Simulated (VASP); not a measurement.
Input of a VASP 6.6.1 run:

INCAR

```
SYSTEM = V2O5
PREC = Accurate
ENCUT = 600
EDIFF = 1E-7
ISMEAR = 0
SIGMA = 0.03
LREAL = .False.
LASPH = .True.
NELM = 80
ALGO = Normal
ISIF = 3
LWAVE = .False.
LCHARG = .False.
GGA = MK
LUSE_VDW = .True.
AGGAC = 0.0
PARAM1 = 0.1234
PARAM2 = 0.711357
ZAB_VDW = -1.8867
IBRION = 2
NSW = 90
EDIFFG = -0.005
KPAR = 4
```

Contents of KPOINTS:

```
Automatic mesh
0
Gamma
  8 4 6
  0 0 0
```

The input POSCAR:

```
V2O5                                    
1.0
    3.5517101631      0.0000000000      0.0000000000
    0.0000000000     11.6862637279      0.0000000000
    0.0000000000      0.0000000000      4.2407899421
  V               O             
     4    10
Direct
     0.0000000000000000    0.8521946553760760    0.1089750537047482
     0.0000000000000000    0.1478053446239241    0.1089750537047482
     0.5000000000000000    0.3521946553760759    0.8910249462952519
     0.5000000000000000    0.6478053446239240    0.8910249462952519
     0.0000000000000000    0.8539217613985041    0.4861428916209249
     0.0000000000000000    0.1460782386014958    0.4861428916209249
     0.5000000000000000    0.3539217613985042    0.5138571083790747
     0.5000000000000000    0.6460782386014959    0.5138571083790747
     0.0000000000000000    0.6816600325363602    0.9972918580307677
     0.0000000000000000    0.3183399674636396    0.9972918580307677
     0.5000000000000000    0.1816600325363603    0.0027081419692321
     0.5000000000000000    0.8183399674636398    0.0027081419692321
     0.0000000000000000    0.0000000000000000    0.0055764924179170
     0.5000000000000000    0.5000000000000000    0.9944235075820830
```

Potentials or basis: VASP PAW PBE potentials, release 64 (V_sv, O).

The run is started by

```sh
$ cat potpaw_PBE.64/V_sv/POTCAR potpaw_PBE.64/O/POTCAR > POTCAR
$ mpirun -np 4 vasp_std > vasp.out
```

**Question.** Predict the relaxed volume.

**Answer.** 12.59 Å³/atom.

**Question.** Estimate the band gap on the k mesh.

**Answer.** 1.61 eV, indirect (least direct gap 1.93 eV).

**Question.** What does it give for the space group after relaxing (to 0.05 Å)?

**Answer.** Pmmn (No. 59).

**Question.** What does it give for the relaxed cell?

**Answer.** a = 3.551 Å, b = 11.680 Å, c = 4.251 Å, α = 90.00°, β = 90.00°, γ = 90.00°.

Forces on the atoms (eV/Å):
```
V    0.000  0.003  0.000
V    0.000 -0.003  0.000
V    0.000  0.003  0.000
V    0.000 -0.003  0.000
O    0.000  0.000 -0.001
O    0.000  0.000 -0.001
O    0.000  0.000  0.001
O    0.000  0.000  0.001
O    0.000  0.000 -0.003
O    0.000  0.000 -0.003
O    0.000  0.000  0.003
O    0.000  0.000  0.003
O    0.000  0.000  0.004
O    0.000  0.000 -0.004
```

Caveat: the PAW data sets were made with another functional, which shifts forces and pressure a little. A k mesh can miss the band edges.
